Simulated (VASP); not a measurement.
# H2C18O in VASP: notebook, part 2 of 3

VASP 6.6.1.

## Step 3: Single point, PBEsol

The input, INCAR:

```
SYSTEM = H2C18O
ALGO     = Fast           ! electronic algorithm
EDIFF    = 1E-7           ! SCF threshold, eV
ENCUT    = 520            ! plane-wave cutoff, eV
GGA      = PS             ! functional
ISIF     = 2              ! what is computed and relaxed
ISMEAR   = 0              ! smearing method
LASPH    = .TRUE.         ! aspherical terms in the spheres
LCHARG   = .FALSE.        ! write CHGCAR
LREAL    = Auto         
LWAVE    = .FALSE.        ! write WAVECAR
NBANDS   = 56             ! bands
NELM     = 100            ! most SCF steps
PREC     = Accurate       ! precision mode
SIGMA    = 0.05           ! smearing width, eV
```

The input, KPOINTS:

```
k-points
0
G
  2 2 1
  0 0 0
```

The input, POSCAR:

```
H2C18O
1.0
    7.3980000000      0.0000000000      0.0000000000
   -3.6990000000      6.4068560000      0.0000000000
    0.0000000000      0.0000000000     12.0000000000
C O H
18 1 2
Direct
   -0.0059399059     -0.0024172543      0.0640541667
    0.2177298573      0.1093675275      0.0641009167
   -0.0060350153      0.3328677904      0.0639440000
    0.2175870232      0.4446282233      0.0642872500
   -0.0038825828      0.6662445668      0.0639485000
    0.2156449918      0.7761226411      0.0640554167
    0.3275701823     -0.0003032689      0.0640745833
    0.5509838569      0.1113956674      0.0640785000
    0.3295518461      0.3327781989      0.0641830000
    0.5490905567      0.4426701646      0.0641097500
    0.3275047900      0.6644653790      0.0642831667
    0.5512351751      0.7762289335      0.0641740000
    0.6628233777     -0.0003786569      0.0640729167
    0.8823141326      0.1092857402      0.0639890833
    0.6607753751      0.3309281495      0.0640165833
    0.8843740706      0.4427870706      0.0638936667
    0.6609217337      0.6663663113      0.0640950000
    0.8843295425      0.7780472981      0.0640299167
    1.1365116301      0.4922292619      0.3402201667
    1.2372075102      0.4845020709      0.3889806667
    1.1914741673      0.4978658799      0.2657415833
```

Potentials or basis: VASP PAW PBE potentials, release 64 (C, O, H).

Started as:

```bash
$ cat potpaw_PBE.64/C/POTCAR potpaw_PBE.64/O/POTCAR potpaw_PBE.64/H/POTCAR > POTCAR
$ mpirun -np 1 vasp_std > vasp.out
```

OUTCAR:

```text
SYSTEM = H2C18O
   EDIFF = 1E-7
   ENCUT = 520
   GGA = PS
   ISIF = 2
   ISMEAR = 0
   LASPH = .TRUE.
   LREAL = Auto
   NELM = 100
   PREC = Accurate

 ion  position               nearest neighbor table
   1  0.994  0.998  0.064-  18 1.41  14 1.43   2 1.43
   2  0.218  0.109  0.064-   7 1.41   9 1.43   1 1.43
   3  0.994  0.333  0.064-  16 1.41  14 1.43   4 1.43
   4  0.218  0.445  0.064-  11 1.41   3 1.43   9 1.43
   5  0.996  0.666  0.064-   6 1.41  16 1.43  18 1.43
   6  0.216  0.776  0.064-   5 1.41  11 1.43   7 1.43
[... 10 lines left out ...]
  17  0.661  0.666  0.064-  12 1.41  18 1.43  10 1.43
  18  0.884  0.778  0.064-   1 1.41  17 1.43   5 1.43
  19  0.137  0.492  0.340-  20 0.97  21 0.97
  20  0.237  0.485  0.389-  19 0.97
  21  0.191  0.498  0.266-  19 0.97

  LATTYP: Found a hexagonal cell.
 ALAT       =     7.3980000000
 C/A-ratio  =     1.6220600162

  Lattice vectors:

 A1 = (   7.3980000000,   0.0000000000,   0.0000000000)
 A2 = (  -3.6990000000,   6.4068560000,   0.0000000000)
 A3 = (   0.0000000000,   0.0000000000,  12.0000000000)

Analysis of symmetry for initial positions (statically):
=====================================================================
 Subroutine PRICEL returns:
 Original cell was already a primitive cell.

 Routine SETGRP: Setting up the symmetry group for a
 hexagonal supercell.

 Subroutine GETGRP returns: Found  1 space group operations
 (whereof  1 operations were pure point group operations)
 out of a pool of 24 trial point group operations.

The static configuration has the point symmetry C_1 .

Analysis of symmetry for dynamics (positions and initial velocities):
=====================================================================
 Subroutine PRICEL returns:
 Original cell was already a primitive cell.

 Routine SETGRP: Setting up the symmetry group for a
 hexagonal supercell.

 Subroutine GETGRP returns: Found  1 space group operations
 (whereof  1 operations were pure point group operations)
 out of a pool of 24 trial point group operations.

The dynamic configuration has the point symmetry C_1 .

 Subroutine INISYM returns: Found  1 space group operations
 (whereof  1 operations are pure point group operations),
 and found     1 'primitive' translations

----------------------------------------------------------------------------------------

                                     Primitive cell

  volume of cell :     568.7750

  direct lattice vectors                    reciprocal lattice vectors
     7.398000000  0.000000000  0.000000000     0.135171668  0.078041398  0.000000000
    -3.699000000  6.406856000  0.000000000     0.000000000  0.156082796  0.000000000
     0.000000000  0.000000000 12.000000000     0.000000000  0.000000000  0.083333333

  length of vectors
     7.398000000  7.398000054 12.000000000     0.156082797  0.156082796  0.083333333

  position of ions in fractional coordinates (direct lattice)
     0.994060094  0.997582746  0.064054167
     0.217729857  0.109367527  0.064100917
     0.993964985  0.332867790  0.063944000
     0.217587023  0.444628223  0.064287250
     0.996117417  0.666244567  0.063948500
     0.215644992  0.776122641  0.064055417
[... 67 lines left out ...]
            Coordinates               Weight
  0.000000  0.000000  0.000000      1.000000
  0.500000  0.000000  0.000000      1.000000
  0.000000  0.500000  0.000000      1.000000
  0.500000  0.500000  0.000000      1.000000
   k-points           NKPTS =      4   k-points in BZ     NKDIM =      4   number of bands    NBANDS=     56
   number of dos      NEDOS =    301   number of ions     NIONS =     21
   total plane-waves  NPLWV = 282240
   dimension x,y,z NGX =    56 NGY =   56 NGZ =   90
   dimension x,y,z NGXF=   112 NGYF=  112 NGZF=  180
   ions per type =              18   1   2
   NGX,Y,Z   is equivalent  to a cutoff of  12.58, 12.58, 12.47 a.u.
   NGXF,Y,Z  is equivalent  to a cutoff of  25.17, 25.17, 24.94 a.u.
 SYSTEM =  H2C18O
   PREC   = accura    normal or accurate (medium, high low for compatibility)
   ISTART =      0    job   : 0-new  1-cont  2-samecut
   ICHARG =      2    charge: 1-file 2-atom 10-const
   ISPIN  =      1    spin polarized calculation?
   LNONCOLLINEAR =      F non collinear calculations
   LSORBIT =      F    spin-orbit coupling
   LASPH  =      T    aspherical Exc in radial PAW
   ENCUT  =  520.0 eV  38.22 Ry    6.18 a.u.  13.76 13.76 22.31*2*pi/ulx,y,z
   NELM   =    100;   NELMIN=  2; NELMDL= -5     # of ELM steps
   EDIFF  = 0.1E-06   stopping-criterion for ELM
   LREAL  =      T    real-space projection
   EDIFFG = 0.1E-05   stopping-criterion for IOM
   NSW    =      0    number of steps for IOM
   IBRION =     -1    ionic relax: 0-MD 1-quasi-New 2-CG
   NFREE  =      0    steps in history (QN), initial steepest desc. (CG)
   ISIF   =      2    stress and relaxation
   ISYM   =      2    0-nonsym 1-usesym 2-fastsym
   POTIM  = 0.5000    time-step for ionic-motion
   TEBEG  =    0.0;   TEEND  =   0.0 temperature during run
   PSTRESS=    0.0 pullay stress
   NELECT =      80.0000    total number of electrons
   NUPDOWN=      -1.0000    fix difference up-down
   EMIN   =  10.00;   EMAX   =-10.00  energy-range for DOS
   EFERMI =   0.00;   METHOD = LEGACY
   ISMEAR =     0;   SIGMA  =   0.05  broadening in eV -4-tet -1-fermi 0-gaus
   EFERMI_NEDOS =   21; number of points for ismear=-14 and -15
   IALGO  =     68    algorithm
   IMIX   =      4    mixing-type and parameters
     AMIX     =   0.40;   BMIX     =  1.00
     AMIX_MAG =   1.60;   BMIX_MAG =  1.00
  volume/ion in A,a.u.               =      27.08       182.78
  Fermi-wavevector in a.u.,A,eV,Ry     =   0.851382  1.608879  9.862209  0.724852
  Thomas-Fermi vector in A             =   1.967507
   LORBIT       =      0    0 simple, 1 ext, 2 COOP (PROOUT), +10 PAW based schemes
   GGA     = PS    functional components
   LHFCALC =     F    Hartree Fock is set to
   AEXX    =    0.0000 exact exchange contribution
   IVDW    =     0    specifies the selected vdW correction
   LEPSILON=     F    determine dielectric tensor
   LRPA    =     F    only Hartree local field effects (RPA)
 non-spin polarized calculation
 RMM-DIIS sequential band-by-band and
 Gauss-broadening in eV      SIGMA  =   0.05
  energy-cutoff  :      520.00
  volume of cell :      568.78
 maximum number of plane-waves:     15363
 NGX is ok and might be reduce to    56
   NGX = 27   NGY = 27   NGZ = 45

 number of electron      79.9999997 magnetization

 Free energy of the ion-electron system (eV)
  ---------------------------------------------------
  ext. energy  EPLUGINS =         0.00000000
  ---------------------------------------------------
  free energy    TOTEN  =      -187.45190461 eV

  energy without entropy =     -187.45154962  energy(sigma->0) =     -187.45172712

 E-fermi :  -1.8162     XC(G=0):  -4.0733

 val. band max:       -1.9134888495   @ k =   0.0000   0.0000   0.0000
 cond. band min:      -1.7180724271   @ k =   0.0000   0.0000   0.0000
 fundamental gap:      0.1954164224
 Fermi energy:        -1.8161740870

 k-point     1 :       0.0000    0.0000    0.0000
  band No.  band energies     occupation
      1     -22.3254      2.00000
      2     -21.3008      2.00000
      3     -18.7773      2.00000
      4     -18.7577      2.00000
      5     -18.7506      2.00000
      6     -18.7403      2.00000
[... 209 lines left out ...]
     51       4.0882      0.00000
     52       4.2843      0.00000
 [bands above 52 left out]

------------------------ aborting loop because EDIFF is reached ----------------------------------------

  FORCE on cell =-STRESS in cart. coord.  units (eV):
  Direction    XX          YY          ZZ          XY          YZ          ZX
  --------------------------------------------------------------------------------------
  -------------------------------------------------------------------------------------
  Total       -1.9688512     -1.9438022      0.0214814     -0.0129400      0.0012571      0.0615569
  in kB       -5.5460392     -5.4754791      0.0605109     -0.0364507      0.0035410      0.1733991
  external PRESSURE =      -3.6536691 kB  Pullay stress =       0.0000000 kB

 VOLUME and BASIS-vectors are now :
 -----------------------------------------------------------------------------
  energy-cutoff  :      520.00
  volume of cell :      568.78
      direct lattice vectors                 reciprocal lattice vectors
     7.398000000  0.000000000  0.000000000     0.135171668  0.078041398  0.000000000
    -3.699000000  6.406856000  0.000000000     0.000000000  0.156082796  0.000000000
     0.000000000  0.000000000 12.000000000     0.000000000  0.000000000  0.083333333

 POSITION                                       TOTAL-FORCE (eV/Angst)
 -----------------------------------------------------------------------------------
      3.66400      6.39137      0.76865        -0.008890      0.011548     -0.000393
      1.20622      0.70070      0.76921        -0.003493      0.013671     -0.005651
      6.12208      2.13264      0.76733         0.005237      0.004829     -0.000179
     -0.03497      2.84867      0.77145        -0.012949     -0.009183     -0.001627
      4.90484      4.26853      0.76738         0.000804     -0.012247      0.000162
     -1.27554      4.97251      0.76867         0.002336     -0.006965      0.000627
[... 13 lines left out ...]
     -0.03731      3.10413      4.66777         0.067871     -0.005560      0.129821
     -0.42508      3.18975      3.18890        -0.003422      0.007109     -0.141742
 -----------------------------------------------------------------------------------
    total drift:                                0.009011     -0.003061     -0.072063

  FREE ENERGIE OF THE ION-ELECTRON SYSTEM (eV)
  ---------------------------------------------------
  free  energy   TOTEN  =      -187.4519046097 eV

  energy  without entropy=     -187.4515496219  energy(sigma->0) =     -187.45172712
```

Run time: 3.1 min. Hardware: 1 thread of Intel Xeon Platinum 8559C (Emerald Rapids), shared host; peak memory 0.58 GiB.

What came out:

- Free energy: -187.4519 eV
- Largest force: 0.147 eV/Å
- Band gap on the k mesh: 0.20 eV, direct

Forces in eV/Å, atoms in the order of the input:
```
C   -0.009  0.012  0.000
C   -0.003  0.014 -0.006
C    0.005  0.005  0.000
C   -0.013 -0.009 -0.002
C    0.001 -0.012  0.000
C    0.002 -0.007  0.001
C    0.014  0.003  0.005
C   -0.003 -0.012 -0.001
C   -0.004 -0.014  0.002
C    0.016 -0.003 -0.002
C   -0.015  0.007 -0.002
C   -0.001  0.014  0.001
C   -0.007 -0.012 -0.008
C    0.010 -0.006  0.003
C   -0.007  0.011 -0.003
C    0.003  0.015  0.003
C    0.014  0.008  0.000
C   -0.004 -0.015 -0.002
O   -0.063  0.000  0.022
H    0.068 -0.006  0.130
H   -0.003  0.007 -0.142
```

Caveat: the k mesh is coarse (spacing up to 0.49 Å⁻¹), so the values aren't converged; the PAW data sets were made with another functional, which shifts forces and pressure a little. A hybrid or GW would open this gap; PBEsol tends to underestimate it.

(Continued in part 3 of 3.)
